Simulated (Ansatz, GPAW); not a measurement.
**One calculation of MgO, 3 ways**

```xyz
2
Lattice="0.0000 2.0970 2.0970 2.0970 0.0000 2.0970 2.0970 2.0970 0.0000" Properties=species:S:1:pos:R:3 pbc="T T T"
Mg    0.0000    0.0000    0.0000
O     2.0970    2.0970    2.0970
```

The cell is a database's computed one, not the measured one.

Alike in all runs: task single point; functional RPBE; dispersion D4; k mesh 11 × 11 × 11; occupations gaussian, width 0.1 eV; no spin polarisation; no spin-orbit coupling. Pressure is positive in compression and, in plane waves, holds the error of the finite cutoff, which Ansatz's Pulay term estimates and takes out.

```json
{"program and potentials": "Ansatz, Ansatz PAW", "plane-wave cutoff (eV)": "420", "notes": "potentials made for PBE, which Ansatz adapts in part; Pulay term of +0.52 GPa included", "pressure (GPa)": "4.28"}
{"program and potentials": "Ansatz, all-electron LAPW, scalar-relativistic", "plane-wave cutoff (eV)": "-", "notes": "-", "pressure (GPa)": "4.22"}
{"program and potentials": "GPAW, the program's PAW data sets (release 1.2.1) made for this functional", "plane-wave cutoff (eV)": "800", "notes": "-", "pressure (GPa)": "4.48"}
```

The pressure spans 4.22 (Ansatz, all-electron LAPW, scalar-relativistic) to 4.48 GPa (GPAW, the program's PAW data sets (release 1.2.1) made for this functional), with all-electron results at 4.22. Some sets were made for another functional than the one run, which can shift their rows.

Differences between rows come from potentials, basis sets and numerical settings, since the functional is the same but for its coding. Runs on potential files found faulty are left out.
